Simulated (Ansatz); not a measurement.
# BAs (Pm-3m) in Ansatz: further runs

The runs below take BAs through relaxation of cell and atoms, with PBE.

All numbers are computed with Ansatz 0.2.0; they aren't measurements. Logs are shortened: lines on timing, memory, paths and dates and some standing lists are left out, and cuts for length are marked.

## (1) The crystal as given

The structure is cubic, space group Pm-3m (No. 221). The conventional cell has a = 2.934 Å, b = 2.934 Å, c = 2.934 Å, α = 90.00°, β = 90.00°, γ = 90.00°. B (site symmetry m-3m) has 8 As at 2.54 Å as nearest neighbours. Around As (site symmetry m-3m) lie 8 B at 2.54 Å.

The cell was built by a generator and needn't be a form met in nature.

## (2) Relaxation of cell and atoms, PBE

Contents of input.yaml:

```yaml
crystal:
  lattice:
    - [2.93437, 0.0, 0.0]
    - [0.0, 2.93437, 0.0]
    - [0.0, 0.0, 2.93437]
  atoms:
    - { symbol: B, position: [0.5, 0.5, 0.5] }
    - { symbol: As, position: [0.0, 0.0, 0.0] }
hamiltonian:
  xc: pbe
  pseudopotentials: { kind: paw }
kpoints:
  mp_grid: { grid: [9, 9, 9] }
scf:
  occupations: { method: fermi_dirac, width: 0.05 }
output:
  forces: true
  stress: true
  eigenvalues: true
relax:
  f_tol: 0.01
  max_steps: 40
  cell: { stress_tol: 0.05 }
```

Potentials or basis: Ansatz PAW.

Run with:

```console
> ansatz run input.yaml --threads 2 --pin off --max-ram 5632MiB --backend cpu --events-out ev --progress --plain --runs-dir out
```

What it wrote:

```text
Warning: RAYON_NUM_THREADS=2 ignored (pool sized by the plan → 2); use --threads N
Engine: ansatz 0.2.0, aarch64-unknown-linux-gnu
Pseudopotentials: kind: paw
Pseudopotential: B, paw, valence charge 3, recommended cutoff 420 eV (normal), B.paw.azcp
Pseudopotential: As, paw, valence charge 15, recommended cutoff 420 eV (normal), As.paw.azcp
Functional definition: PBE
  parameter kappa = 0.804
  parameter beta = 0.06672455060314922
  exchange = pbe_x(kappa = kappa, mu = beta*pi^2/3)
  correlation = pbe_c(beta = beta)
Crystal: 2 atoms, lattice volume = 25.266 Å³
Basis set: ecut = 420 eV, 485 PW (Γ), exchange–correlation on 40×40×40 points (8 copies of the dense FFT grid, shifted against one another)
Bands: 13, of which v1, the nominal top of the filled ones, is band 9 counted from 1 (8 counted from 0)
Symmetry: 48 space group operations
Space group: Pm-3m (ITA 221), of the structure as read, at distance tolerance 2.9e-5 Å
k-points: 35 of 729
Non-local potential: B, projectors of the file, l = 0: 2, l = 1: 2, l = 2: 1
Non-local potential: As, projectors of the file, l = 0: 2, l = 1: 2, l = 2: 3, l = 3: 1
PAW form: soft (Blöchl's): semilocal exchange-correlation on the pseudo side does not see the compensation charge
PAW one-centre angular grid: B, 110 points (default); XC on 64 Gauss nodes
PAW one-centre angular grid: As, 590 points (default); XC on 64 Gauss nodes
Initial density: superposition of atomic densities (neutral atoms: chi_scale 0, normalization atom), corrected by the library's trained network
Initial wavefunctions: pseudopotential atomic-orbital guess
Functional: x = pbe(κ = 0.804, μ = 0.2195149727645171), c = pbe(β = 0.06672455060314922)
SCF iter   1: F=—  HF=-5009.019754 eV  |F-HF|=—  |Δ(HF+E_count)|=         —  Δρ=1.81e-3  dr2=8.35e-4  ethr=1.77e-3  ⟨swp⟩=5.0  Hψ=5212  notcnv=0  defer=4
automatic band count: the SCF goes on with 17 bands, as 13 were too few: the levels above may hold too much charge
preconditioner: auto → none  [metal: Δε(μ)=0.073 eV  Ē_g=15.634 eV  σ=0.050 eV  W_gap=0.35  n_scr=6 (ndim 8)  ℏωp=20.9 eV  f_vac=0.000  D(μ)=1.28/eV (n_scr^D=18)  sad-step TF]
SCF iter   2: F=—  HF=-5009.019613 eV  |F-HF|=—  |Δ(HF+E_count)|=   1.41e-4  Δρ=1.17e-3  dr2=3.64e-4  ethr=4.64e-6  ⟨swp⟩=1.7  Hψ=923  notcnv=0  defer=11
SCF iter   3: F=—  HF=-5009.019626 eV  |F-HF|=—  |Δ(HF+E_count)|=   1.30e-5  Δρ=2.66e-4  dr2=2.92e-5  ethr=2.02e-6  ⟨swp⟩=2.4  Hψ=803  notcnv=0  defer=11
SCF iter   4: F=—  HF=-5009.019603 eV  |F-HF|=—  |Δ(HF+E_count)|=   2.33e-5  Δρ=1.16e-4  dr2=4.00e-6  ethr=1.62e-7  ⟨swp⟩=2.0  Hψ=784  notcnv=0  defer=11
[... 31 lines left out ...]
iter 5 did not close the SCF: its close was put off for the readings that it lacked (scf_convergence_deferred on its scf_iter line)
SCF iter   5: F=-5009.019693 eV  HF=-5009.019693 eV  |F-HF|=1.82e-12  |Δ(HF+E_count)|=    0.00e0  Δρ=1.27e-8  dr2=1.27e-14  ethr=1.00e-12  ⟨swp⟩=1.0  Hψ=595  notcnv=0
iter 6 did not close the SCF: its close was put off for the readings that it lacked (scf_convergence_deferred on its scf_iter line)
SCF iter   6: F=-5009.019693 eV  HF=-5009.019693 eV  |F-HF|=0.00e0  |Δ(HF+E_count)|=    0.00e0  Δρ=1.04e-9  dr2=9.18e-17  ethr=1.00e-12  ⟨swp⟩=1.0  Hψ=595  notcnv=0
iter 7 did not close the SCF: its close was put off for the readings that it lacked (scf_convergence_deferred on its scf_iter line)
SCF iter   7: F=-5009.019693 eV  HF=-5009.019693 eV  |F-HF|=9.09e-13  |Δ(HF+E_count)|=    0.00e0  Δρ=2.16e-10  dr2=4.52e-18  ethr=1.00e-12  ⟨swp⟩=1.0  Hψ=595  notcnv=0
SCF iter   8: F=-5009.019693 eV  HF=-5009.019693 eV  |F-HF|=9.09e-13  |Δ(HF+E_count)|=    0.00e0  Δρ=3.57e-11  dr2=8.75e-20  ethr=1.00e-12  ⟨swp⟩=1.6  Hψ=1377  notcnv=0
SCF 3 converged in 8 iterations: F = -5009.019693 eV  dr2 = 8.75e-20
relax step   3: F+E_penalty+E_count = -5009.01969306 eV  Δ(F+E_penalty+E_count) = -5.224e-5 eV  max|allowed force component| = 2.178e-31 eV/Å  Δτ_max = 0.0000 Å  P = -0.029 GPa  Ω = 25.361 Å³  stress off target by 2.85e-2 GPa  SCF on the basis re-selected at this cell (its energy is not comparable with the rows above)  (8 SCF iters)
basis re-selected at this cell: Δ(F+E_penalty+E_count) = -5.224e-5 eV, ΔP = +0.002 GPa vs the last step (what re-selecting the basis moved, of the pressure what is left beyond the Pulay correction that the steps carried, after the strain that the cell walked since its last selection, with what the two solves' SCF thresholds leave and, on support functions, any second-order correction that the steps lacked; it is no measure of the basis error at this ecutwfc). This SCF's stress stands 2.85e-2 GPa from its target on what of the cell is left free (relax.cell.stress_tol is 5.00e-2 GPa) and its largest allowed force component is 2.18e-31 eV/Å (relax.f_tol is 1.00e-2 eV/Å): within both
SCF converged after 8 iterations
Free energy (F): -5009.019693 eV
Harris-Foulkes:  -5009.019693 eV  (|F-HF|=9.09e-13)
Internal energy: -5009.009522 eV  (E = F + TS)
E sigma→0 (E₀):  -5009.014608 eV
Entropy (-TS):   -0.010171 eV (-5.085 meV/atom)
Fermi energy:    12.403813 eV
--- Per-component energies (eV) ---
  E_band       = -185.562497
  E_kinetic    = 142.719039
  E_local      = -1550.774750  (includes V_loc(G=0)·N_el)
  E_nonlocal   = -656.072419
  E_hartree    = 881.932240
  E_xc         = -109.745459
  E_vxc        = -115.355637  (∫ρ·V_xc dr)
  E_paw        = -1913.194049  (= ΣΔE_a)
  E_vpaw       = 230.056781  (= ΣTr[D̂ρ^β])
  E_aug_tail   = 0.000007  (compensation charges beyond the density's cutoff)
  E_ewald      = -1803.874133
  E_smearing   = -0.010171  (= −TS)
  E_closure    = 0.000000  (closes the sum)
  Σ components = -5009.019693   (vs F -5009.019693, Δ=0.00e0)
--- Forces (eV/Å), atoms counted from 1 ---
  atom   1  B     -0.00000000    -0.00000000     0.00000000
  atom   2  As     0.00000000    -0.00000000     0.00000000
  max |Σ_I F_I| component: 2.88e-31 eV/Å
--- Stress (GPa, compression-positive) ---
       -0.028524       0.000000       0.000000
        0.000000      -0.028524       0.000000
        0.000000       0.000000      -0.028524
  P = ⅓ Tr σ = -0.0285 GPa (-0.285 kbar)
--- Band table (eV; the first three rows and the last of 35) ---
  k-point 0: bands = ["-23.7878", "-23.7878", "-23.7399", "-23.7399", "-23.7399", "-3.1931", "11.6854", "11.6854", "11.6854", "12.2444", "18.2118", "18.2118", "21.8002", "21.8002", "21.8002", "31.8885", "31.8885"]
  k-point 1: bands = ["-23.7876", "-23.7830", "-23.7413", "-23.7413", "-23.7398", "-2.9990", "9.6219", "11.8854", "11.8854", "13.2939", "18.4125", "19.5698", "21.2964", "21.2964", "21.4684", "31.2111", "31.2111"]
  k-point 2: bands = ["-23.7870", "-23.7708", "-23.7450", "-23.7450", "-23.7394", "-2.4248", "7.0165", "12.4798", "12.4798", "14.0262", "19.0111", "19.8915", "19.9546", "19.9546", "23.2969", "28.5349", "30.7895"]
  k-point 34: bands = ["-23.7647", "-23.7646", "-23.7646", "-23.7249", "-23.7249", "4.6901", "8.3177", "9.0959", "9.0959", "10.1119", "11.2475", "11.2475", "12.5590", "31.5793", "31.9034", "31.9034", "38.7965"]
--- Relaxed structure (2 steps of the walk, 2 accepted, 1 SCFs on fresh bases) ---
  F+E_penalty+E_count = -5009.01969306 eV   max|allowed force component| = 2.178e-31 eV/Å   (the final SCF, on the basis selected at the relaxed cell)
  cell:  # Å, volume = 25.3607 Å³
    - [2.938011429879712, 6.419766481290786e-35, 6.419766481290786e-35]
    - [6.419766481290786e-35, 2.938011429879712, 6.419766481290786e-35]
    - [6.419766481290786e-35, 6.419766481290786e-35, 2.938011429879712]
  atoms:
    - { symbol: B, position: [0.5, 0.5, 0.5] }
    - { symbol: As, position: [-6.409522184713107e-38, 6.409522184713107e-38, -4.273014789808738e-38] }
```

It took 1.7 s on 2 threads of Arm Neoverse V2, shared host; peak memory 0.28 GiB.

Results:

| Quantity | Value |
| --- | --- |
| Free energy | -5009.0197 eV |
| Relaxed volume | 12.68 Å³/atom |
| Relaxed cell | a = 2.938 Å, b = 2.938 Å, c = 2.938 Å, α = 90.00°, β = 90.00°, γ = 90.00° |
| Space group after relaxing (to 0.05 Å) | Pm-3m (No. 221) |
| Energy gained by relaxing | 0.0 meV/atom |
| Ionic steps | 3 |
| Pressure after relaxing | 0.0 GPa |
| Band gap on the k mesh | none (metal or under the smearing width) |

Final structure:
```
CELL_PARAMETERS angstrom
2.93801 0.00000 0.00000
0.00000 2.93801 0.00000
0.00000 0.00000 2.93801
ATOMIC_POSITIONS crystal
B 0.50000 0.50000 0.50000
As 0.00000 0.00000 0.00000
```

Levels at points of the mesh, in eV from the Fermi level:
| k point | band 5 | band 6 | band 7 | band 8 | band 9 | band 10 | band 11 | band 12 | band 13 | band 14 |
| --- | --- | --- | --- | --- | --- | --- | --- | --- | --- | --- |
| (0.00, 0.00, 0.00) | -36.14 | -15.60 | -0.72 | -0.72 | -0.72 | -0.16 | 5.81 | 5.81 | 9.40 | 9.40 |

Caveat: the plane-wave basis is chosen anew once the cell has moved, so the energies of steps on either side of that aren't comparable.

## (3) Relaxation of cell and atoms, PBE, target pressure 2 GPa, at which the enthalpy is minimised

Changes to input.yaml since step 2:

```diff
@@ -22,2 +22,2 @@
   max_steps: 40
-  cell: { stress_tol: 0.05 }
+  cell: { stress_tol: 0.05, p_target: 2.0 }
```

Potentials or basis: Ansatz PAW.

Run with:

```console
> ansatz run input.yaml --threads 2 --pin off --max-ram 5632MiB --backend cpu --events-out ev --progress --plain --runs-dir out
```

What it wrote:

```text
Warning: RAYON_NUM_THREADS=2 ignored (pool sized by the plan → 2); use --threads N
[... 9 set-up lines as earlier in the session ...]
Crystal: 2 atoms, lattice volume = 25.266 Å³
[... 95 lines left out ...]
--- Forces (eV/Å), atoms counted from 1 ---
  atom   1  B     -0.00000000    -0.00000000    -0.00000000
  atom   2  As     0.00000000    -0.00000000    -0.00000000
  max |Σ_I F_I| component: 1.07e-31 eV/Å
--- Stress (GPa, compression-positive) ---
        1.987856       0.000000       0.000000
        0.000000       1.987856       0.000000
        0.000000       0.000000       1.987856
  P = ⅓ Tr σ = 1.9879 GPa (19.879 kbar)
--- Band table (eV; the first three rows and the last of 35) ---
  k-point 0: bands = ["-23.4717", "-23.4717", "-23.4204", "-23.4204", "-23.4204", "-3.0532", "11.9918", "11.9918", "11.9918", "12.7462", "18.5223", "18.5223", "22.3352", "22.3352", "22.3352", "32.4138", "32.4138"]
  k-point 1: bands = ["-23.4715", "-23.4666", "-23.4219", "-23.4219", "-23.4202", "-2.8558", "9.9438", "12.1950", "12.1950", "13.7497", "18.7255", "19.9186", "21.8151", "21.8151", "21.9943", "31.7204", "31.7204"]
  k-point 2: bands = ["-23.4710", "-23.4535", "-23.4259", "-23.4259", "-23.4199", "-2.2716", "7.2893", "12.7997", "12.7997", "14.4819", "19.3318", "20.3801", "20.4339", "20.4339", "23.7340", "28.9671", "31.3034"]
  k-point 34: bands = ["-23.4472", "-23.4471", "-23.4471", "-23.4043", "-23.4043", "5.0645", "8.5918", "9.3475", "9.3475", "10.4597", "11.5158", "11.5158", "12.8669", "32.1878", "32.5110", "32.5110", "39.5085"]
--- Relaxed structure (3 steps of the walk, 3 accepted, 1 SCFs on fresh bases) ---
  F+E_penalty+E_count = -5009.01669902 eV   max|allowed force component| = 7.806e-32 eV/Å   (the final SCF, on the basis selected at the relaxed cell)
  cell:  # Å, volume = 24.8670 Å³
    - [2.9188236682575854, -2.5679065925163143e-34, 0.0]
    - [-1.283953296258157e-34, 2.9188236682575854, 6.419766481290786e-35]
    - [0.0, 6.419766481290786e-35, 2.9188236682575854]
  atoms:
    - { symbol: B, position: [0.5, 0.5, 0.5] }
    - { symbol: As, position: [-3.418411831845436e-37, -3.4184118318479624e-37, -1.7092059159235924e-37] }
```

Run time: 2.2 s. Hardware: 2 threads of Arm Neoverse V2, shared host; peak memory 0.28 GiB.

What came out:

| Item | Value |
| --- | --- |
| Free energy | -5009.0167 eV |
| Relaxed volume | 12.43 Å³/atom |
| Relaxed cell | a = 2.919 Å, b = 2.919 Å, c = 2.919 Å, α = 90.00°, β = 90.00°, γ = 90.00° |
| Space group after relaxing (to 0.05 Å) | Pm-3m (No. 221) |
| Energy change on relaxing (the enthalpy is what falls) | +1.5 meV/atom |
| Ionic steps | 4 |
| Pressure after relaxing | 2.0 GPa |
| Band gap on the k mesh | none (metal or under the smearing width) |

Step by step:
| step | energy change (eV) | largest force (eV/Å) | volume (Å³) |
| --- | --- | --- | --- |
| 1 | 0.0000 | 0.0000 | 25.27 |
| 2 | 0.0032 | 0.0000 | 24.82 |
| 3 | 0.0027 | 0.0000 | 24.87 |
| 4 | 0.0029 | 0.0000 | 24.87 |

Final structure:
```
CELL_PARAMETERS angstrom
2.91882 0.00000 0.00000
0.00000 2.91882 0.00000
0.00000 0.00000 2.91882
ATOMIC_POSITIONS crystal
B 0.50000 0.50000 0.50000
As 0.00000 0.00000 0.00000
```

Caveat: the plane-wave basis is chosen anew once the cell has moved, so the energies of steps on either side of that aren't comparable.

## (4) Relaxation of cell and atoms, PBE, target pressure 5 GPa, at which the enthalpy is minimised

Changes to input.yaml since step 3:

```diff
@@ -22,2 +22,2 @@
   max_steps: 40
-  cell: { stress_tol: 0.05, p_target: 2.0 }
+  cell: { stress_tol: 0.05, p_target: 5.0 }
```

Run with:

```console
> ansatz run input.yaml --threads 2 --pin off --max-ram 5632MiB --backend cpu --events-out ev --progress --plain --runs-dir out
```

Wall time 2.6 s (2 threads of Arm Neoverse V2, shared host); peak memory 0.28 GiB.

The run converged. Its results:

```
Free energy                                            : -5009.0032 eV
Relaxed volume                                         : 12.12 Å³/atom
Relaxed cell                                           : a = 2.894 Å, b = 2.894 Å, c = 2.894 Å, α = 90.00°, β = 90.00°, γ = 90.00°
Space group after relaxing (to 0.05 Å)                 : Pm-3m (No. 221)
Energy change on relaxing (the enthalpy is what falls) : +8.2 meV/atom
Ionic steps                                            : 5
Pressure after relaxing                                : 5.0 GPa
Band gap on the k mesh                                 : none (metal or under the smearing width)
```

The path:
```tsv
step	energy change (eV)	largest force (eV/Å)	volume (Å³)
1	0.0000	0.0000	25.27
2	0.0230	0.0000	24.03
3	0.0153	0.0000	24.25
4	0.0159	0.0000	24.23
5	0.0164	0.0000	24.23
```

Final structure:
```yaml
crystal:
  lattice:
    - [2.89382, 0.00000, 0.00000]
    - [0.00000, 2.89382, 0.00000]
    - [0.00000, 0.00000, 2.89382]
  atoms:
    - { symbol: B, position: [0.50000, 0.50000, 0.50000] }
    - { symbol: As, position: [0.00000, 0.00000, 0.00000] }
```

Levels at points of the mesh, in eV from the Fermi level:
```tsv
k point	band 6	band 7	band 8	band 9	band 10	band 11	band 12	band 13
(0.00, 0.00, 0.00)	-16.05	-0.79	-0.79	-0.79	0.23	5.75	5.75	9.86
```

Caveat: the plane-wave basis is chosen anew once the cell has moved, so the energies of steps on either side of that aren't comparable.

## (5) Relaxation of cell and atoms, PBE, target pressure 10 GPa, at which the enthalpy is minimised

Changes to input.yaml since step 4:

```diff
@@ -19,2 +19,6 @@
   eigenvalues: true
+  write_density: true
+  write_potential: true
+  elf: true
+  volumetric_format: npy
 relax:
@@ -22,2 +26,2 @@
   max_steps: 40
-  cell: { stress_tol: 0.05, p_target: 5.0 }
+  cell: { stress_tol: 0.05, p_target: 10.0 }
```

Run with:

```console
> ansatz run input.yaml --threads 2 --pin off --max-ram 5632MiB --backend cpu --events-out ev --progress --plain --runs-dir out
```

Run time: 3.7 s. Hardware: 2 threads of Arm Neoverse V2, shared host; peak memory 0.29 GiB.

The run converged. Its results:

```
Free energy                                            : -5008.9623 eV
Relaxed volume                                         : 11.67 Å³/atom
Relaxed cell                                           : a = 2.858 Å, b = 2.858 Å, c = 2.858 Å, α = 90.00°, β = 90.00°, γ = 90.00°
Space group after relaxing (to 0.05 Å)                 : Pm-3m (No. 221)
Energy change on relaxing (the enthalpy is what falls) : +28.7 meV/atom
Ionic steps                                            : 7
Pressure after relaxing                                : 10.0 GPa
Band gap on the k mesh                                 : none (metal or under the smearing width)
```

The path:
```
step  energy change (eV)  largest force (eV/Å)  volume (Å³)
   1              0.0000                0.0000        25.27
   2              0.1017                0.0000        22.74
   3              0.0514                0.0000        23.43
   4              0.0559                0.0000        23.36
   5              0.0568                0.0000        23.36
   6              0.0573                0.0000        23.35
   7              0.0574                0.0000        23.35
```

Final structure:
```
CELL_PARAMETERS angstrom
2.85822 0.00000 0.00000
0.00000 2.85822 0.00000
0.00000 0.00000 2.85822
ATOMIC_POSITIONS crystal
B 0.50000 0.50000 0.50000
As 0.00000 0.00000 0.00000
```

Levels at points of the mesh, in eV from the Fermi level:
```csv
k point,band 7,band 8,band 9,band 10,band 11,band 12
"(0.00, 0.00, 0.00)",-0.84,-0.84,-0.84,0.57,5.70,5.70
```

Caveat: the plane-wave basis is chosen anew once the cell has moved, so the energies of steps on either side of that aren't comparable.

## (6) The runs side by side

| cell | target pressure (GPa) | gap on the mesh (eV) | pressure (GPa) |
| --- | --- | --- | --- |
| relaxed | - | none | 0.0 |
| relaxed to 2 GPa | 2 | none | 2.0 |
| relaxed to 5 GPa | 5 | none | 5.0 |
| relaxed to 10 GPa | 10 | none | 10.0 |

Alike in all rows: task relaxation of cell and atoms; level PBE; potentials or basis Ansatz PAW; no spin polarisation; k mesh 9 × 9 × 9; cutoff (eV) 420; smearing fermi-dirac 0.05 eV.

Caveats: the plane-wave basis is chosen anew once the cell has moved, so the energies of steps on either side of that aren't comparable.

Absolute energies hang on the potentials; compare differences alone.
